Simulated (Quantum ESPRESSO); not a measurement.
A run of Quantum ESPRESSO 7.5:

Contents of pw.in:

```
&CONTROL
  calculation = 'scf'
  prefix = 'pwscf'
  outdir = './tmp'
  pseudo_dir = './pseudo'
  tprnfor = .true.
  tstress = .true.
  disk_io = 'low'
/
&SYSTEM
  ibrav = 0
  A = 2.74070194
  nat = 1
  ntyp = 1
  ecutwfc = 56
  ecutrho = 448
  nbnd = 13
  occupations = 'smearing'
  smearing = 'mv'
  degauss = 0.01469973
/
&ELECTRONS
  conv_thr = 2d-10
  electron_maxstep = 120
  mixing_beta = 0.5
/
ATOMIC_SPECIES
W    183.8400 w_pbesol_v1.2.uspp.F.UPF
CELL_PARAMETERS alat
  -0.5773502682    0.5773502682    0.5773502682
   0.5773502682   -0.5773502682    0.5773502682
   0.5773502682    0.5773502682   -0.5773502682
ATOMIC_POSITIONS alat
W      0.0000000000    0.0000000000    0.0000000000
K_POINTS automatic
10 10 10 0 0 0
```

relax.in

```
&CONTROL
  calculation = 'vc-relax'
  prefix = 'pwscf'
  outdir = './tmp'
  pseudo_dir = './pseudo'
  tprnfor = .true.
  tstress = .true.
  disk_io = 'low'
  nstep = 40
  forc_conv_thr = 0.0001
  etot_conv_thr = 1d-06
/
&SYSTEM
  ibrav = 0
  A = 2.74070194
  nat = 1
  ntyp = 1
  ecutwfc = 56
  ecutrho = 448
  nbnd = 13
  occupations = 'smearing'
  smearing = 'mv'
  degauss = 0.01469973
/
&ELECTRONS
  conv_thr = 2d-10
  electron_maxstep = 120
  mixing_beta = 0.5
/
&IONS
  ion_dynamics = 'bfgs'
/
&CELL
  cell_dynamics = 'bfgs'
  press = 0
  press_conv_thr = 0.2
/
ATOMIC_SPECIES
W    183.8400 w_pbesol_v1.2.uspp.F.UPF
CELL_PARAMETERS alat
  -0.5773502682    0.5773502682    0.5773502682
   0.5773502682   -0.5773502682    0.5773502682
   0.5773502682    0.5773502682   -0.5773502682
ATOMIC_POSITIONS alat
W      0.0000000000    0.0000000000    0.0000000000
K_POINTS automatic
10 10 10 0 0 0
```

Contents of scf2.in:

```
&CONTROL
  calculation = 'scf'
  prefix = 'pwscf'
  outdir = './tmp'
  pseudo_dir = './pseudo'
  tprnfor = .true.
  tstress = .true.
  disk_io = 'low'
/
&SYSTEM
  ibrav = 0
  A = 2.73332901
  nat = 1
  ntyp = 1
  ecutwfc = 56
  ecutrho = 448
  nbnd = 13
  occupations = 'smearing'
  smearing = 'mv'
  degauss = 0.01469973
/
&ELECTRONS
  conv_thr = 1d-13
  electron_maxstep = 120
  mixing_beta = 0.5
  startingpot = 'file'
  startingwfc = 'file'
/
ATOMIC_SPECIES
W    183.8400 w_pbesol_v1.2.uspp.F.UPF
CELL_PARAMETERS alat
  -0.5773502696    0.5773502696    0.5773502696
   0.5773502696   -0.5773502696    0.5773502696
   0.5773502696    0.5773502696   -0.5773502696
ATOMIC_POSITIONS alat
W      0.0000000000    0.0000000000    0.0000000000
K_POINTS automatic
10 10 10 0 0 0
```

ph.in

```
phonons of W
&INPUTPH
  prefix = 'pwscf'
  outdir = './tmp'
  tr2_ph = 1d-18
  fildyn = 'dyn'
  niter_ph = 90
  alpha_mix(1) = 0.4
/
0.4330127019 0.4330127019 -0.0000000000
```

Potentials or basis: GBRV 1.5 PBEsol.

Run with:

```console
$ OMP_NUM_THREADS=1 mpirun -n 4 pw.x -nk 4 -in pw.in > pw.out
$ OMP_NUM_THREADS=1 mpirun -n 4 pw.x -nk 4 -in relax.in > relax.out
$ OMP_NUM_THREADS=1 mpirun -n 4 pw.x -nk 4 -in scf2.in > scf2.out
$ OMP_NUM_THREADS=1 mpirun -n 4 ph.x -nk 4 -in ph.in > ph.out
```

Hardware: 4 MPI ranks on Intel(R) Xeon(R) Processor @ 2.50GHz (Skylake/Cascade Lake), with other jobs on the host.

Q: How long does it take, and how much memory?

A: Wall time 2.2 min on 4 MPI ranks on Intel(R) Xeon(R) Processor @ 2.50GHz (Skylake/Cascade Lake), on a shared host, peak memory 0.36 GiB a rank. Counts: scf iterations 38, k pools 4, bands 13, ion steps 4, k points 47, g dense 17117.
